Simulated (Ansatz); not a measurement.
## CuO: changing the functional

The cell as given:

The structure is monoclinic, space group C2/c (No. 15). The conventional cell has a = 4.100 Å, b = 4.045 Å, c = 5.176 Å, α = 90.00°, β = 90.27°, γ = 90.00°. Cu (site symmetry -1) has 4 O at 1.94 Å as nearest neighbours. O (site symmetry 2) has 4 Cu at 1.94 Å as nearest neighbours.

The cell comes from a database or a generator and needn't be the stable form of this composition.

Kept alike: task relaxation of cell and atoms; k mesh 9 × 9 × 5; occupations fermi-dirac, width 0.05 eV; no spin polarisation. Program: Ansatz, Ansatz PAW. Cutoffs run from 420 to 500 eV. The mesh is that of the run's cell of 4 atoms. No spin-orbit coupling.

| run | volume (Å³/atom) | first edge of the run's cell (Å) | third edge of the run's cell (Å) |
| --- | --- | --- | --- |
| A | 10.666 | 2.895 | 5.090 |
| B | 11.647 | 2.994 | 5.196 |
| C | 10.732 | 2.895 | 5.123 |
| D | 10.268 | 2.854 | 5.041 |

For a metal such a mesh leaves the last digits unconverged. Relaxations stop with a little pressure left, so the last digits of a volume or edge aren't settled. Ansatz's relaxations hold a Pulay term in the stress (up to 0.9 GPa here). All rows use potentials made for PBE.

The runs differ in the functional (and the cutoff that goes with it) alone: BLYP; LDA; PBEsol; r2SCAN. Which run is which?

Run A is PBEsol; run B is BLYP; run C is r2SCAN; run D is LDA. The volume runs from 10.268 (LDA) to 11.647 Å³/atom (BLYP). The first edge of the run's cell runs from 2.854 (LDA) to 2.994 Å (BLYP). The third edge of the run's cell runs from 5.041 (LDA) to 5.196 Å (BLYP).
